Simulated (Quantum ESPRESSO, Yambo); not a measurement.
**CdTe (F-43m): changed settings of a GW run in Yambo**

A base run on CdTe (F-43m), then changed inputs.

Main program and level: Yambo 5.3.0; PBE and many-body steps on it, plane waves.

Most raw output is cut from this account.

### Step 1. The starting structure

It takes space group F-43m (No. 216, cubic). The conventional cell has a = 6.480 Å, b = 6.480 Å, c = 6.480 Å, α = 90.00°, β = 90.00°, γ = 90.00°. Cd has 4 Te at 2.81 Å nearest. Nearest to Te lie 4 Cd at 2.81 Å. Farther neighbours and most contacts between anions are not listed.

As a file:

```cif
data_structure
_symmetry_space_group_name_H-M 'P 1'
_symmetry_Int_Tables_number 1
_cell_length_a 4.5821
_cell_length_b 4.5821
_cell_length_c 4.5821
_cell_angle_alpha 60.000
_cell_angle_beta 60.000
_cell_angle_gamma 60.000
_cell_volume 68.02
loop_
_atom_site_label
_atom_site_type_symbol
_atom_site_fract_x
_atom_site_fract_y
_atom_site_fract_z
_atom_site_occupancy
Cd1 Cd 0.00000 0.00000 0.00000 1
Te2 Te 0.25000 0.25000 0.25000 1
```

The cell and positions come from the Crystallography Open Database and are kept as given unless a step says otherwise. Spin-orbit coupling is left out unless a step names it.

### Step 2. Base

This step: Yambo 5.3.0; G0W0 on PBE, plane waves, norm-conserving pseudopotentials.

Now the one-shot GW correction: screening in the RPA, then the self-energy of the levels asked for.

Input file gw2.in:

```
HF_and_locXC
gw0
dyson
ppa
em1d
rim_cut
RandQpts= 1000000
RandGvec= 1 RL
EXXRLvcs= 94 Ry
VXCRLvcs= 376 Ry
Chimod= "HARTREE"
% BndsRnXp
 1 | 137 |
%
NGsBlkXp= 11.5 Ry
% LongDrXp
 1 | 1 | 1 |
%
% GbndRnge
 1 | 137 |
%
DysSolver= "n"
ExtendOut
PPAPntXp= 27.21138 eV
% QPkrange
 1 | 1 | 21 | 24 |
%
```

Started as:

```
$ OMP_NUM_THREADS=1 mpirun -n 4 yambo -F gw2.in -J gw2 -C gw2 > gw2.log
```

It took 4.4 min on 4 MPI ranks of Arm Neoverse V1, shared host; peak memory 2.4 GiB.

Numbers from this step:

```
G0W0 gap on the points computed              : 1.538 eV
starting gap on the mesh                     : 0.7705 eV
k of the valence top                         : 0, 0, 0
k of the conduction bottom                   : 0, 0, 0
least direct G0W0 gap on the computed points : 1.538 eV
Z at the valence top                         : 0.7988
Z at the conduction bottom                   : 0.8108
```

The gap on the mesh goes from 0.77 eV to 1.54 eV, a correction of +0.77 eV.

### Step 3. Scissors in G

gw6.in, as its differences from gw2.in of step 2:

```diff
@@ -27 +27,4 @@
 %
+% GfnQP_E
+ 1.0 | 1.0 | 1.0 |
+%
```

Started as:

```
$ OMP_NUM_THREADS=1 mpirun -n 4 yambo -F gw6.in -J gw6,gw2_W -C gw6 > gw6.log
```

The job ended after 48 s (4 MPI ranks; peak memory 2.3 GiB).

Numbers from this step:

* G0W0 gap on the points computed: 1.635 eV
* starting gap on the mesh: 0.7705 eV
* k of the valence top: 0, 0, 0
* k of the conduction bottom: 0, 0, 0
* least direct G0W0 gap on the computed points: 1.635 eV
* Z at the valence top: 0.8014
* Z at the conduction bottom: 0.8213

The program's own table gives 1.814 eV, which is too large where the input levels are shifted: this version takes Σc at the unshifted level E₀, yet steps from the shifted one. The value above is the Newton step from E₀, E₀ + Z(Σc + Σx − Vxc), rebuilt from the printed columns.

### Step 4. Exchange cutoff of one rydberg

Input file gw8.in:

```
HF_and_locXC
gw0
dyson
ppa
em1d
rim_cut
RandQpts= 1000000
RandGvec= 1 RL
EXXRLvcs= 1 Ry
VXCRLvcs= 376 Ry
Chimod= "HARTREE"
% BndsRnXp
 1 | 137 |
%
NGsBlkXp= 11.5 Ry
% LongDrXp
 1 | 1 | 1 |
%
% GbndRnge
 1 | 137 |
%
DysSolver= "n"
ExtendOut
PPAPntXp= 27.21138 eV
% QPkrange
 1 | 1 | 21 | 24 |
%
```

Started as:

```
$ OMP_NUM_THREADS=1 mpirun -n 4 yambo -F gw8.in -J gw8,gw2_W -C gw8 > gw8.log
```

The job ended after 47 s (4 MPI ranks; peak memory 2.3 GiB; 3.2 min of CPU time).

The run ended normally, though the input holds a fault or crude settings.

The fault put into this input: exchange cutoff of one rydberg. It printed a gap of 0.67 eV, an artefact of the input.

### Step 5. The runs together

Times are wall times on 4 MPI ranks of Arm Neoverse V1, shared host, good to a factor of about two.

| run | mesh | bands | screening cutoff (eV) | DFT gap (eV) | gap on the mesh (eV) | direct (eV) | time |
| --- | --- | --- | --- | --- | --- | --- | --- |
| base | 4×4×4 | 137 | 156.5 | 0.770 | 1.538 | 1.538 | 4.4 min |
| scissors in G | 4×4×4 | 137 | 156.5 | 0.770 | 1.635 | 1.635 | 48 s |

### Step 6. Results

| Item | Value |
| --- | --- |
| base | 1.538 eV |
| scissors in G | 1.635 eV |
| known limits | not at the basis limit; no spin-orbit coupling; coarse k mesh |

What this shows: Scissors in G: +0.098 eV against base (keys changed: GfnQP_E). Bands and cutoff are finite, so the gap is not at the basis limit. The miss can reach some tenths of an eV and take either sign; the mesh is an error of its own. In the G0W0 runs levels were corrected at 1 k point alone, so a gap called «on the mesh» is the least over those, and an edge elsewhere would be missed. The 4×4×4 mesh is coarse for this cell, which bears on the long-range parts of exchange and screening. The many-body steps are scalar-relativistic: spin-orbit coupling is not in them.

[Paths, hosts, dates, memory and timing lines, banners, echoed tables and standing remarks are left out of the program output.]

[Logs are printed without paths, hosts, clocks, repeated set-up lines and the standing remarks that a program may print on its own settings, such as how far it seeks lower states.]

[Runs of the session that timed out or met a known fault of the program may be left out.]

[Hosts, paths, dates, database ids (printed as entryN), source tags and the programs' standing remarks are cut or masked in the printed files.]
